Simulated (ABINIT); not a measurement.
Write the native input for ABINIT 10.8.3 (patched build) that does the following.

| Quantity | Value |
| --- | --- |
| Task | band structure |
| Functional | HCTH407 |
| Potentials or basis | PseudoDojo NC SR PBE v0.4.1 standard |
| Cutoff | 544 eV |
| k mesh | 11 × 11 × 11 |
| Occupations | fermi-dirac, width 0.05 eV |
| Spin | no spin polarisation |

Crystal: Al.

```
Al
1.0
     0.00000    2.02481    2.02481
     2.02481    0.00000    2.02481
     2.02481    2.02481    0.00000
Al
1
Direct
  0.00000 0.00000 0.00000
```

The input as run:

run.abi

```
# Datasets: ground state, then fixed potential
ndtset 2

# Pseudopotentials
pp_dirpath "./"
pseudos "Al.upf"

# Structure
acell 3*1.0
rprim
     0.0000000000     3.8263269058     3.8263269058
     3.8263269058     0.0000000000     3.8263269058
     3.8263269058     3.8263269058     0.0000000000
ntypat 1
znucl 13
natom 1
typat 1
xred
     0.0000000000     0.0000000000     0.0000000000

# Plane-wave basis
ecut 20.0

# Exchange and correlation
ixc 27

# Bands and occupations
occopt 3
tsmear 0.05 eV

# SCF cycle
nstep 100

# Output
iomode 3
prtwf 0
prteig 0
prtebands 0
enunit 2
prtden1 1

# Dataset 1
kptopt1 1
ngkpt1 11 11 11
nshiftk1 1
shiftk1 0.0 0.0 0.0
nband1 6
tolvrs1 1.0e-10

# Dataset 2: bands along G-X-W-K-G-L-U-W-L-K
iscf2 -2
getden2 1
nband2 10
nbdbuf2 2
tolwfr2 1.0e-12
kptopt2 -9
ndivsm2 8
prteig2 1
kptbounds2
     0.0000000000     0.0000000000     0.0000000000
     0.5000000000     0.0000000000     0.5000000000
     0.5000000000     0.2500000000     0.7500000000
     0.3750000000     0.3750000000     0.7500000000
     0.0000000000     0.0000000000     0.0000000000
     0.5000000000     0.5000000000     0.5000000000
     0.6250000000     0.2500000000     0.6250000000
     0.5000000000     0.2500000000     0.7500000000
     0.5000000000     0.5000000000     0.5000000000
     0.3750000000     0.3750000000     0.7500000000
```

Potentials or basis: PseudoDojo NC SR PBE v0.4.1 standard.

Launch:

```bash
$ abinit run.abi > log 2>&1
```

Results of the run:

```yaml
Pressure: -12.2 GPa
Band_gap_on_the_k_mesh: none (metal or under the smearing width)
Valence_electrons_inside_the_program's_atomic_spheres: Al 0.81 (radii [1.0584] Å)
```

Caveat: the potentials were made for another functional, which shifts forces and pressure.

It took 15 s on 1 thread of Arm Neoverse V1, with other jobs on the host, peak memory 0.11 GiB.
